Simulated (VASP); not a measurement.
Crystal: C.

```
C
1.0
     0.00000    1.78337    1.78337
     1.78337    0.00000    1.78337
     1.78337    1.78337    0.00000
C
2
Direct
  0.00000 0.00000 0.00000
  0.25000 0.25000 0.25000
```

This isn't the form of C at room conditions, which is graphite.

Base run:

```yaml
Program: VASP 6.6.1
Functional: PBE
Potentials_or_basis: VASP PAW PBE potentials, release 64 (C)
Cutoff: 520 eV
k_mesh: 11 × 11 × 11
Occupations: fermi-dirac, width 0.02 eV
Spin: no spin polarisation
```

Its results: band gap on the k mesh 4.13 eV, indirect (least direct gap 5.59 eV); pressure 2.5 GPa.

Task: After a change of settings the same cell gave: band gap on the k mesh 4.00 eV, indirect (least direct gap 5.54 eV); pressure -3.8 GPa. Which change was it?
A. functional from PBE to HSE06; k mesh from 11 × 11 × 11 to 8 × 8 × 8
B. functional from PBE to LDA; potentials or basis from VASP PAW PBE potentials, release 64 (C) to VASP PAW LDA potentials, release 64 (C)
C. functional from PBE to r2SCAN
D. functional from PBE to PBEsol

Result: D.

PBEsol binds more tightly than PBE, so the same cell stands under less pressure.

Caveats: an odd mesh through Γ misses points on the zone boundary, where band edges often lie; the PAW data sets were made with another functional, which shifts forces and pressure a little (some runs).

Not every run made on this cell is shown here.
